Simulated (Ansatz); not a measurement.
# Calculated quadrupolar parameters for MgB₂H₈

The cell is a Materials Project structure (computed, not necessarily an observed phase), taken as it stands.

```xyz
22
Lattice="4.3119 0.0000 0.0000 0.0000 6.0968 0.0000 0.0000 0.0000 8.3907" Properties=species:S:1:pos:R:3 pbc="T T T"
Mg    0.0000    4.2578    4.2006
Mg    0.0000    1.8390    0.0052
B     0.0000    3.1579    2.0552
B     0.0000    2.9389    6.2506
B     2.1559    0.6241    8.2129
B     2.1559    5.4726    4.0176
H     1.2064    5.7420    4.7563
H     2.1559    0.0498    3.0194
H     2.1559    6.0470    7.2148
H     0.0000    2.5409    3.1227
H     0.0000    4.3809    2.1459
H     1.2064    0.3547    0.5609
H     3.2767    3.2416    5.6742
H     1.0351    2.8552    1.4788
H     0.0000    1.7159    6.3412
H     2.1559    4.2700    3.7146
H     3.1055    0.3547    0.5609
H     0.0000    3.5559    7.3181
H     3.1055    5.7420    4.7563
H     1.0351    3.2416    5.6742
H     3.2767    2.8552    1.4788
H     2.1559    1.8268    7.9099
```

Atom numbers follow the list; atoms alike are taken as one site, whose name carries the number of the first.

Computed with Ansatz: DFT, r2SCAN, plane waves and PAW, scalar-relativistic, 500 eV cutoff, Γ-centred 7×5×4 k-points, Fermi–Dirac smearing 0.02 eV.

Conventions: |V_zz| ≥ |V_yy| ≥ |V_xx|, η = (V_xx − V_yy)/V_zz, C_Q = eQV_zz/h. Directions are in the Cartesian axes of the cell vectors above, for the atom listed; none is given where the gradient is under 0.02 or η is above 0.95.

Problem. What field gradients does the calculation give at each kind of site?

Solution. 

```tsv
site	first atom	first shell	V_zz (10²¹ V/m²)	η	direction of V_zz (x, y, z)
Mg	1	8 H at 1.99–2.21 Å	-0.36	0.53	0.00 0.37 0.93
B3	3	4 H at 1.22–1.23 Å	0.29	0.78	0.00 0.21 0.98
B5	5	4 H at 1.20–1.24 Å	-0.88	0.09	0.00 0.46 0.89
H7	7	1 B at 1.23 Å; also 1 Mg at 1.99 Å	1.68	0.25	0.82 -0.14 -0.56
H8	8	1 B at 1.20 Å	1.90	0.02	0.00 -0.56 0.83
H10	10	1 B at 1.23 Å; also 1 Mg at 2.03 Å	1.63	0.25	0.00 -0.43 0.90
H11	11	1 B at 1.23 Å; also 1 Mg at 2.06 Å	1.68	0.24	0.00 0.99 0.14
H13	13	1 B at 1.22 Å; also 1 Mg at 2.07 Å	1.71	0.21	0.81 -0.28 0.52
H16	16	1 B at 1.24 Å	1.53	0.33	0.00 0.97 0.23
```

At H7, H8, H10, H11, H13 and H16 V_zz points along its bond to B (within 6°) in each case.

The lattice is static: at room temperature BH₄ may turn and average the couplings of its hydrogen.
